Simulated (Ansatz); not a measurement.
**SiO₂: ¹⁷O nuclear quadrupole resonance**

Cell: a COD entry, ions relaxed with PBE at fixed cell.

```yaml
crystal:
  lattice:
    - [4.90800, 0.00000, 0.00000]
    - [0.00000, 4.90800, 0.00000]
    - [0.00000, 0.00000, 6.78400]
  atoms:
    - { symbol: Si, position: [0.31230, 0.31230, 0.00000] }
    - { symbol: Si, position: [0.18770, 0.81230, 0.25000] }
    - { symbol: Si, position: [0.68770, 0.68770, 0.50000] }
    - { symbol: Si, position: [0.81230, 0.18770, 0.75000] }
    - { symbol: O, position: [0.23370, 0.13017, 0.19200] }
    - { symbol: O, position: [0.36983, 0.73370, 0.44200] }
    - { symbol: O, position: [0.76630, 0.86983, 0.69200] }
    - { symbol: O, position: [0.63017, 0.26630, 0.94200] }
    - { symbol: O, position: [0.73370, 0.36983, 0.55800] }
    - { symbol: O, position: [0.86983, 0.76630, 0.30800] }
    - { symbol: O, position: [0.26630, 0.63017, 0.05800] }
    - { symbol: O, position: [0.13017, 0.23370, 0.80800] }
```

Sites (sets of like atoms) are named by element and the number of their first atom in this list.

All values are calculated (Ansatz; DFT, r2SCAN, plane waves and PAW (field gradients read without the response of the frozen cores, which leaves them typically 4 to 6 % off), scalar-relativistic, 500 eV cutoff, Γ-centred 5×5×4 k-points, Fermi–Dirac smearing 0.02 eV), not measured.

¹⁷O: I = 5/2, Q = -25.58 mb (year-2017 value). Static lattice, zero field.

(1) At which frequencies do the ¹⁷O NQR lines lie?

Results:

(1) For I = 5/2 and η = 0 the lines are 3|C_Q|/20 and twice that; η pulls their ratio below 2.

```
site                 atoms  V_zz (10²¹ V/m²)  C_Q (MHz)     η  line frequencies (MHz)
   O  5, 6, 7, 8, 9, 10, …              9.37      -5.80  0.24             0.922, 1.72
```

At O V_zz runs parallel to the line that joins its two neighbours (within 1°).

The largest force is 0.3 eV/Å, so the atoms aren't at the calculated equilibrium and relaxing them would move these values. The cell is 5 % smaller than that of α-cristobalite at ambient conditions, so the entry probably stands for a crystal under pressure.
